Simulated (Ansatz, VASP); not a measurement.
**ZnO (zincite) in VASP and in Ansatz**

File INCAR:

```
PREC     = Accurate       # precision mode
ENCUT    = 520            # plane-wave cutoff, eV
EDIFF    = 1E-7           # SCF threshold, eV
ISMEAR   = -1             # smearing method
SIGMA    = 0.05           # smearing width, eV
LREAL    = False          # projectors in reciprocal space
LASPH    = True           # aspherical terms in the spheres
NELM     = 80             # most SCF steps
ALGO     = Normal         # electronic algorithm
ISIF     = 2              # what is computed and relaxed
LWAVE    = False          # write WAVECAR
LCHARG   = False          # write CHGCAR
GGA      = PE             # functional
NBANDS   = 26             # bands
```

File KPOINTS:

```
Automatic mesh
0
Gamma
  9 9 5
```

Contents of POSCAR:

```
ZnO
1.0
    3.2053930491      0.0000000000      0.0000000000
   -1.6026965246      2.7759518096      0.0000000000
    0.0000000000      0.0000000000      5.1353529565
Zn O
2 2
Direct
    0.6666666667      0.3333333333      0.0000000000
    0.3333333333      0.6666666667      0.5000000000
    0.3333333333      0.6666666667      0.8790100000
    0.6666666667      0.3333333333      0.3790100000
```

The input input.yaml:

```yaml
crystal:
  lattice:
    - [3.2053930491, 0.0, 0.0]
    - [-1.6026965246, 2.7759518096, 0.0]
    - [0.0, 0.0, 5.1353529565]
  atoms:
    - { symbol: Zn, position: [0.6666666667, 0.3333333333, 0.0] }
    - { symbol: Zn, position: [0.3333333333, 0.6666666667, 0.5] }
    - { symbol: O, position: [0.3333333333, 0.6666666667, 0.87901] }
    - { symbol: O, position: [0.6666666667, 0.3333333333, 0.37901] }
hamiltonian:
  xc: pbe
  pseudopotentials: { kind: paw }
kpoints:
  mp_grid: { grid: [9, 9, 5] }
scf:
  occupations: { method: fermi_dirac, width: 0.05 }
output:
  forces: true
  stress: true
  eigenvalues: true
```

Change from the starting cell: volume scaled by 0.96.

Alike in both runs: task single point; functional PBE; k mesh 9 × 9 × 5; occupations fermi-dirac, width 0.05 eV; no spin polarisation.

|  | VASP | Ansatz |
| --- | --- | --- |
| version | VASP 6.6.1 | Ansatz 0.2.0 |
| potentials or method | VASP PAW PBE potentials, release 64 (Zn, O) | Ansatz PAW |
| plane-wave cutoff (eV) | 520 | 420 |
| valence electrons in the cell | 36 | 36 |

VASP gave:

```
gap on the k mesh at the Fermi level (eV)       : 0.85
least direct gap on the mesh (eV)               : 0.85
pressure (GPa)                                  : 12.9
largest component of the traceless stress (GPa) : 1.32
rms of the force components (eV/Å)              : 0.051
```

Question: Estimate Ansatz's values.

Answer: gap on the k mesh at the Fermi level (eV): 0.86; least direct gap on the mesh (eV): 0.86; pressure (GPa): 11.6; largest component of the traceless stress (GPa): 1.29; rms of the force components (eV/Å): 0.049.

Atom by atom the forces differ by 0.002 eV/Å (rms over components).

Caveats: odd divisions of the mesh miss points on the zone boundary, where band edges often lie, so the gap on the mesh can be too wide (Ansatz); the pressure holds a Pulay correction of +0.8 GPa for the finite cutoff (Ansatz).
